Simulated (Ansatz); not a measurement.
**Correcting a cheap level on molecular compounds of O**

The atomisation energy (no zero-point term) in kJ/mol of 8 molecular compounds of O: x at BHLYP-D4/def2-TZVPP, y at CCSD(T)/CBS estimate. Shapes, held fixed at every level: PBE0-D4/def2-TZVP. Flexible molecules stand in one conformer, not always the lowest. Programs: Ansatz 0.2.0.

| molecule | x (kJ/mol) | y (kJ/mol) |
| --- | --- | --- |
| C2H6O (dimethyl ether) | 3248 | 3341 |
| C3H5F3O (SMILES CCOC(F)(F)F) | 4605 | 4822 |
| C2H5BO3 (SMILES C=COB(O)O) | 4696 | 4883 |
| C3H8OSi (SMILES C=CCO[SiH3]) | 4848 | 4971 |
| B2H4O5 (SMILES OB(O)OB(O)O) | 4930 | ? |
| C2H7BO3 (monoethyl borate) | 5288 | 5475 |
| C4H10O (diethyl ether) | 5684 | 5824 |
| C5H12O (tert-butyl methyl ether) | 6898 | 7068 |

**Question.** Fit y = c + s·x to the known rows and predict y for B2H4O5.

**Answer.** 
1. Means of the 7 rows: x = 5038.14, y = 5197.7.
2. Σ(Δx)² = 7484069, Σ(Δx·Δy) = 7589544, so the slope is 7589544/7484069 = 1.0141.
3. Intercept: 5197.7 − (1.0141) × 5038.14 = 88.5. The largest residual of the fit is 64.
4. B2H4O5: 88.5 + 1.0141 × 4930 = 5088 kJ/mol.

CCSD(T)/CBS estimate gives 5162 kJ/mol, so the prediction is off by -74 kJ/mol, about the largest residual. Uncorrected, BHLYP-D4/def2-TZVPP misses it by -232 kJ/mol, and the other rows by 160 on average. The line removes about 70 % of this miss. Left out in turn, the other rows are missed by 51 kJ/mol on average. The CBS estimate extrapolates MP2 from def2-TZVPP and def2-QZVPP and adds CCSD(T) − MP2 in the triple-zeta set, cores frozen.
